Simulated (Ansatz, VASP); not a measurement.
Ca in VASP and in Ansatz

The input INCAR:

```
SYSTEM = Ca
PREC = Accurate
ENCUT = 520
EDIFF = 1E-6
ISMEAR = 0
SIGMA = 0.15
LREAL = .False.
LASPH = .True.
NELM = 60
ALGO = Fast
ISIF = 2
LWAVE = .False.
LCHARG = .True.
GGA = PS
LELF = .True.
LVHAR = .True.
NBANDS = 11
```

The input KPOINTS:

```
Automatic mesh
0
Gamma
  16 16 16
  0 0 0
```

The input POSCAR:

```
Ca
1.0
   -2.3296000000      2.3296000000      2.0608000000
    2.3296000000     -2.3296000000      2.0608000000
    2.3296000000      2.3296000000     -2.0608000000
Ca
1
Direct
    0.0000000000      0.0000000000      0.0000000000
```

Input for Ansatz:

```yaml
crystal:
  lattice:
    - [-2.3296, 2.3296, 2.0608]
    - [2.3296, -2.3296, 2.0608]
    - [2.3296, 2.3296, -2.0608]
  atoms:
    - { symbol: Ca, position: [0.0, 0.0, 0.0] }
basis:
  ecutwfc: 420
kpoints:
  mp_grid: { grid: [16, 16, 16] }
hamiltonian:
  xc: pbesol
scf:
  occupations: { method: gaussian, width: 0.15 }
output:
  forces: true
  stress: true
  eigenvalues: true
```

Change from the starting cell: strain +0.040 along x and y, -0.080 along z, atoms carried along.

Alike in both runs: task single point; functional PBEsol; k mesh 16 × 16 × 16; occupations gaussian, width 0.15 eV; no spin polarisation.

|  | VASP | Ansatz |
| --- | --- | --- |
| version | VASP 6.6.1 | Ansatz 0.2.0 |
| potentials or method | VASP PAW PBE potentials, release 64 (Ca_sv) | scalar-relativistic, plane waves, PAW |
| plane-wave cutoff (eV) | 520 | 420 |
| valence electrons in the cell | 10 | 10 |

```tsv
	VASP	Ansatz	Ansatz less VASP
gap on the k mesh at the Fermi level (eV)	none	none	-
pressure (GPa)	-1.5	-1.5	-0.02
largest component of the traceless stress (GPa)	0.35	0.35	0.000
```

A gap of «none» marks a metal or a gap that the smearing closes. With one functional, cell and mesh, what is left measures potentials, basis and numerics.

Caveats: the PAW data sets were made with another functional, which shifts forces and pressure a little (VASP).
